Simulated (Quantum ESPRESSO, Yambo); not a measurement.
# AlAs (F-43m): G0W0 with and without spin-orbit coupling, part 2 of 2

Is the spin-orbit change of the gap of AlAs (F-43m) the same in DFT and in GW?

Quantum ESPRESSO 7.5 and Yambo 5.3.0; PBE and many-body steps on it, plane waves. Known limits of the many-body steps: not at the basis limit; no spin-orbit coupling in some runs; coarse k mesh.

So far. Step 4 (Scalar-relativistic): The gap on the mesh goes from 1.44 eV to 2.05 eV, a correction of +0.61 eV. Step 5 (Empty states on the mesh, 4×4×4 mesh, 462 bands): On this mesh the gap is 1.339 eV.

## 6. Conversion and set-up

This step: Yambo 5.3.0; conversion and set-up on PBE with spin-orbit coupling, plane waves, norm-conserving pseudopotentials.

The run is started by

```console
$ (cd o/x.save; p2y > p2y.log; mv SAVE ../..); yambo > setup.log
```

What it wrote:

```text
 Yambo, version 5.3.0

 [02] CORE Variables Setup
 =========================

  [02.01] Unit cells
  ==================

  Cell kind             :  FCC
  Atoms in the cell     :  Al  As
  number of Al atoms    :  1
  number of As atoms    :  1

  List of atomic masses
  Mass of Al    :  26.98200
  Mass of As    :  74.92200

  List of atomic coordinates    : [cc]
  Al1       :  0.000000  0.000000  0.000000  order 1
  As1       :  2.674340  2.674340  2.674340  order 2

  Alat factors          :  5.348681  5.348681  5.348681 [a.u.]
  Direct lattice volume :  306.0343 [a.u.]
[...]
==========================================

 IBZ Q-points                                      :   8
 BZ  Q-points                                      :   64

 K/Q-points units:
 rlu = crystal or reduced units; cc = cartesian coordinates; iku = interal k-units

 Q [1]          [rlu]:  0.000000  0.000000  0.000000
 Q [2]          [rlu]:  0.81056E-17  0.81056E-17  0.25000
 Q [3]          [rlu]: -0.16211E-16 -0.16211E-16 -0.50000
[...]
Q [7]          [rlu]:  0.19445E-16 -0.50000     -0.50000
 Q [8]          [rlu]:  0.250000 -0.500000 -0.250000

  [03.01] X indexes
  =================

   [03.01.01] Sigma indexes
   ========================

 [06] Game Over & Game summary
```

The job ended after 4.2 s (1 MPI rank of Arm Neoverse V1, shared host; peak memory 0.25 GiB).

## 7. With spin-orbit coupling

This step: G0W0 on PBE with spin-orbit coupling, plane waves, norm-conserving pseudopotentials.

gw4.in

```
HF_and_locXC
gw0
dyson
ppa
em1d
rim_cut
RandQpts= 1000000
RandGvec= 1 RL
EXXRLvcs= 100 Ry
VXCRLvcs= 400 Ry
Chimod= "HARTREE"
% BndsRnXp
 1 | 462 |
%
NGsBlkXp= 17 Ry
% LongDrXp
 1 | 1 | 1 |
%
% GbndRnge
 1 | 462 |
%
DysSolver= "n"
ExtendOut
PPAPntXp= 27.21138 eV
% QPkrange
 1 | 1 | 23 | 30 |
 7 | 7 | 23 | 30 |
%
```

The run is started by

```console
$ OMP_NUM_THREADS=1 mpirun -n 4 yambo -F gw4.in -J gw4 -C gw4 > gw4.log
```

What it wrote:

```text
 Yambo, version 5.3.0

 [02] CORE Variables Setup
 =========================

  [... cell, symmetries and grids as in the set-up ...]

  [02.05] Energies & Occupations
  ==============================

  [X] === General ===
  [X] Electronic Temperature                        :  0.000000  0.000000 [eV K]
  [X] Bosonic    Temperature                        :  0.000000  0.000000 [eV K]
  [X] Finite Temperature mode                       : no
  [X] El. density                                   :  0.57332E+24 [cm-3]
  [X] Fermi Level                                   :  7.099840 [eV]

  [X] === Gaps and Widths ===
  [X] Conduction Band Min                           :  1.339456 [eV]
  [X] Valence Band Max                              :  0.000000 [eV]
  [X] Filled Bands                                  :  26
  [X] Empty Bands                                   :    27   462
  [X] Direct Gap                                    :  1.954973 [eV]
  [X] Direct Gap localized at k                     :  1
  [X] Indirect Gap                                  :  1.339456 [eV]
  [X] Indirect Gap between kpts                     :   1   7
  [X] Last valence band width                       :  2.913118 [eV]
  [X] 1st conduction band width                     :  2.889495 [eV]

 [03] Transferred momenta grid and indexing
 ==========================================

 IBZ Q-points                                      :   8
 BZ  Q-points                                      :   64

 K/Q-points units:
 rlu = crystal or reduced units; cc = cartesian coordinates; iku = interal k-units

 Q [1]          [rlu]:  0.000000  0.000000  0.000000
 Q [2]          [rlu]:  0.81056E-17  0.81056E-17  0.25000
 Q [3]          [rlu]: -0.16211E-16 -0.16211E-16 -0.50000
[...]
NLCC RL compoments                               :   41151
  PP Number of Atomic Species                      :  2
  NLCC RL compoments                               :   41151

 [xc] E_xc :  -24.75797 [Ha]
      E_xc :  -49.51595 [Ry]

  Local XC kind (lXC) : Perdew, Burke & Ernzerhof(X)+Perdew, Burke & Ernzerhof(C)
  Non-Local XC kind (nlXC) : Hartree-Fock

  Corrections @ K [1] :  [eV]
 <23|nlXC|23> = -14.85152  0.58162E-18 <23|lXC|23> = -13.02101  0.37763E-15
 <24|nlXC|24> = -14.85139 -0.88434E-17 <24|lXC|24> = -13.02101 -0.94408E-16
 <25|nlXC|25> = -14.85148  0.69718E-17 <25|lXC|25> = -13.02101  0.000000
[...]
Corrections @ K [7] :  [eV]
[...]
<29|nlXC|29> = -5.313356  0.15575E-17 <29|lXC|29> = -9.143345  0.94408E-16
 <30|nlXC|30> = -5.313348 -0.21555E-17 <30|lXC|30> = -9.143345  0.29503E-17

 [08] Dyson equation: Newton solver
 ==================================

  [08.01] G0W0 (W PPA)
  ====================

  [  GW  ] Bands range     :     1   462
  [GW/PPA] G damping       :  0.100000 [eV]

  QP @ state[ 1 ] K range:  1  1
  QP @ state[ 1 ] b range:  23  30
  QP @ state[ 2 ] K range:   7   7
  QP @ state[ 2 ] b range:  23  30

   Sc/G bands                                       :     1   462
   Sc/G damping                                     :  0.100000 ev
   Sc bands terminator                              : no
   Sx RL components                                 :   5161

   QP @ state[ 1 ] K range                          :  1  1
   QP @ state[ 1 ] b range                          :  23  30
   QP @ state[ 2 ] K range                          :   7   7
   QP @ state[ 2 ] b range                          :  23  30
   GF energies kind                                 : Perdew, Burke & Ernzerhof(X)+Perdew, Burke & Ernzerhof(C)
   GF WF`s kind                                     : Perdew, Burke & Ernzerhof(X)+Perdew, Burke & Ernzerhof(C)
   Xs energies kind                                 : Perdew, Burke & Ernzerhof(X)+Perdew, Burke & Ernzerhof(C)
   Xs WF`s kind                                     : Perdew, Burke & Ernzerhof(X)+Perdew, Burke & Ernzerhof(C)

 [11] Game Over & Game summary
```

The job ended after 25 min (4 MPI ranks; peak memory 4.8 GiB).

This step gave:

| Item | Value |
| --- | --- |
| G0W0 gap on the points computed | 1.949 eV |
| starting gap on the mesh | 1.339 eV |
| k of the valence top | 0, 0, 0 |
| k of the conduction bottom | 0, -0.5, -0.5 |
| least direct G0W0 gap on the computed points | 2.750 eV |
| Z at the valence top | 0.7878 |
| Z at the conduction bottom | 0.8043 |

Against G0W0 in Yambo (4×4×4 mesh, 231 bands, screening to 231.3 eV, Godby-Needs plasmon pole), the gap moves by −0.099 eV.

## 8. Side by side

Times are wall times on 4 MPI ranks of Arm Neoverse V1, shared host, good to a factor of about two.

```tsv
run	mesh	bands	screening cutoff (eV)	DFT gap (eV)	gap on the mesh (eV)	direct (eV)	time
scalar-relativistic	4×4×4	231	231.3	1.438	2.048	2.845	5.4 min
with spin-orbit coupling	4×4×4	462	231.3	1.339	1.949	2.750	25 min
```

## 9. What came out

- scalar-relativistic: 2.048 eV
- with spin-orbit coupling: 1.949 eV
- known limits: not at the basis limit; no spin-orbit coupling in some runs; coarse k mesh

What this shows: With spin-orbit coupling: −0.099 eV against scalar-relativistic, −0.099 eV of it in the start. Against experiment, by with spin-orbit coupling: the direct gap of 2.75 eV lies −0.27 eV from the measured 3.018 eV (direct, 300 K, quoted 2023). An exciton line or allowed optical edge lies below the quasiparticle gap by the binding energy; a forbidden edge can push the onset above it. These are gaps on the mesh, at modest bands and cutoff. The calculation has static nuclei and no excitons; a measured gap holds zero-point and thermal motion, which mostly lowers it. Bands and cutoff are finite, so the gap is not at the basis limit. The miss can reach some tenths of an eV and take either sign; the mesh is an error of its own. In the G0W0 runs levels were corrected at 2 k points alone, so a gap called «on the mesh» is the least over those, and an edge elsewhere would be missed. The 4×4×4 mesh is coarse for this cell, which bears on the long-range parts of exchange and screening.

[Paths, hosts, dates, memory and timing lines, banners, echoed tables and standing remarks are left out of the program output.]

[Logs are printed without paths, hosts, clocks, repeated set-up lines and the standing remarks that a program may print on its own settings, such as how far it seeks lower states.]

[Runs of the session that timed out or met a known fault of the program may be left out.]

[Hosts, paths, dates, database ids (printed as entryN), source tags and the programs' standing remarks are cut or masked in the printed files.]
